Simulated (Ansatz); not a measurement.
**Mo: equilibrium volume by level of theory**

**What was measured.** The equilibrium volume of Mo (Im-3m) is reported as 15.59 Å³/atom (pmc:5456621, doi:10.3390/ma9100834). The runs below try to reproduce it.

It takes space group Im-3m (No. 229, cubic). The conventional cell has a = 3.168 Å, b = 3.168 Å, c = 3.168 Å, α = 90.00°, β = 90.00°, γ = 90.00°. Mo (site symmetry m-3m) has 8 Mo at 2.74 Å as nearest neighbours.

| rung | level | program and potentials | cutoff (eV) | k mesh | smearing | task | core time | chip | equilibrium volume (Å³/atom) | miss | notes |
| --- | --- | --- | --- | --- | --- | --- | --- | --- | --- | --- | --- |
| GGA | RPBE | Ansatz, Ansatz PAW | 420 | 12 × 12 × 12 | fermi-dirac 0.05 | relaxation of cell and atoms | 3.4 s | Arm Neoverse V2 | 15.99 | +2.6 % | potentials made for PBE, which Ansatz adapts in part |
| GGA | revPBE | Ansatz, Ansatz PAW | 420 | 12 × 12 × 12 | fermi-dirac 0.05 | relaxation of cell and atoms | 3.6 s | Arm Neoverse V2 | 15.93 | +2.2 % | potentials made for PBE, which Ansatz adapts in part |
| LDA | LDA | Ansatz, Ansatz PAW | 420 | 12 × 12 × 12 | fermi-dirac 0.05 | relaxation of cell and atoms | 4.1 s | Arm Neoverse V2 | 15.06 | -3.4 % | potentials made for PBE, which Ansatz adapts in part |
| GGA | BLYP | Ansatz, Ansatz PAW | 420 | 12 × 12 × 12 | fermi-dirac 0.05 | relaxation of cell and atoms | 4.1 s | Arm Neoverse V2 | 16.40 | +5.2 % | potentials made for PBE, which Ansatz adapts in part |
| GGA + dispersion | revPBE+D4 | Ansatz, Ansatz PAW | 420 | 12 × 12 × 12 | fermi-dirac 0.05 | relaxation of cell and atoms | 6.3 s | Intel Xeon Platinum 8259CL Skylake/Cascade Lake | 15.36 | -1.5 % | potentials made for PBE, which Ansatz adapts in part |
| GGA + dispersion | revPBE+D3(BJ) | Ansatz, Ansatz PAW | 420 | 12 × 12 × 12 | fermi-dirac 0.05 | relaxation of cell and atoms | 6.4 s | Intel Xeon Platinum 8259CL Skylake/Cascade Lake | 15.09 | -3.2 % | potentials made for PBE, which Ansatz adapts in part |
| GGA | PBE | Ansatz, Ansatz PAW | 420 | 12 × 12 × 12 | fermi-dirac 0.05 | equation of state | 6.4 s | Arm Neoverse V2 | 15.78 | +1.2 % | - |
| GGA | PBEsol | Ansatz, Ansatz PAW | 420 | 12 × 12 × 12 | fermi-dirac 0.05 | equation of state | 9.3 s | Arm Neoverse V1 | 15.32 | -1.7 % | potentials made for PBE, which Ansatz adapts in part |
| GGA | PBEsol | Ansatz, Ansatz PAW (files of its older set among them) | 500 | 12 × 12 × 12 | fermi-dirac 0.05 | equation of state | 10 s | Arm Neoverse V1 | 15.32 | -1.7 % | potentials made for PBE, which Ansatz adapts in part |
| meta-GGA | r2SCAN | Ansatz, Ansatz PAW | 500 | 12 × 12 × 12 | fermi-dirac 0.05 | equation of state | 14 s | Arm Neoverse V2 | 15.62 | +0.2 % | potentials made for PBE, which Ansatz adapts in part |
| GGA + dispersion | BLYP+D3(BJ) | Ansatz, all-electron LAPW, scalar-relativistic | - | 12 × 12 × 12 | fermi-dirac 0.05 | relaxation of cell and atoms | 15 s | Arm Neoverse V2 | 15.30 | -1.9 % | - |
| GGA | revPBE | Ansatz, all-electron LAPW, scalar-relativistic | - | 12 × 12 × 12 | fermi-dirac 0.05 | relaxation of cell and atoms | 15 s | Arm Neoverse V1 | 15.93 | +2.2 % | - |
| GGA + dispersion | RPBE+D3(BJ) | Ansatz, all-electron LAPW, scalar-relativistic | - | 12 × 12 × 12 | fermi-dirac 0.05 | relaxation of cell and atoms | 15 s | Arm Neoverse V2 | 13.60 | -12.8 % | - |
| GGA | PBEsol | Ansatz, PseudoDojo stringent | 1088 | 12 × 12 × 12 | fermi-dirac 0.05 | equation of state | 23 s | Arm Neoverse V1 | 15.34 | -1.6 % | potentials made for PBE |
| GGA | PBEsol | Ansatz, JTH PAW | 1800 | 12 × 12 × 12 | fermi-dirac 0.05 | equation of state | 43 s | Arm Neoverse V1 | 15.34 | -1.6 % | potentials made for PBE |

Times are single runs on shared hosts and different chips, so they are rough; meshes, cutoffs and the tasks' sizes weigh on the time. All rows: no spin polarisation. Smearing widths are in eV. For a metal such meshes aren't converged. Meshes are those of the run's cell of 1 atom unless a note names another. Relaxations start from the cell shown or near it and stop with a little pressure left. The cell shown, of 15.89 Å³ an atom, is the runs' start and not the measured value. Misses use the values as printed. Runs on faulty files, with rough fits or with known faults for this quantity aren't shown. No row holds spin-orbit coupling.

By rung: LDA 15.06; GGA 15.32 to 16.40; GGA + dispersion 13.60 to 15.36; meta-GGA 15.62 (Å³/atom). Measured: 15.59 Å³/atom (pmc:5456621, doi:10.3390/ma9100834). Closest is r2SCAN (+0.2 %), and PBE misses by +1.2 % on plain settings. The runs are for a static lattice, while measurements hold temperature and zero-point motion.
